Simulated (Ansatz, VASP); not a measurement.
GaN: VASP beside Ansatz

```
Ga N
1.0
     0.00000    2.18328    2.18328
     2.13524    0.04804    2.13524
     2.13524    2.13524    0.04804
Ga N
1 1
Direct
  0.00000 0.00000 0.00000
  0.50000 0.50000 0.50000
```

Change from the starting cell: strain +0.0450 x Voigt [0, 0, 0, 1, 0, 0], atoms carried along.

Alike in both runs: task single point; functional PBE; k mesh 14 × 14 × 14; occupations gaussian, width 0.05 eV; no spin polarisation.

```csv
,VASP,Ansatz
version,VASP 6.6.1,Ansatz 0.2.0
potentials or method,"VASP PAW PBE potentials, release 64 (Ga_d, N)","scalar-relativistic, plane waves, PAW"
plane-wave cutoff (eV),520,420
valence electrons in the cell,18,18
```

VASP gave:

- gap on the k mesh at the Fermi level (eV): 0.13
- least direct gap on the mesh (eV): 2.04
- pressure (GPa): 0.6
- largest component of the traceless stress (GPa): 9.21

Problem. What did Ansatz give for the same quantities?

Solution. gap on the k mesh at the Fermi level (eV): 0.14; least direct gap on the mesh (eV): 2.04; pressure (GPa): -0.1; largest component of the traceless stress (GPa): 9.23.

A k mesh can miss the band edges.
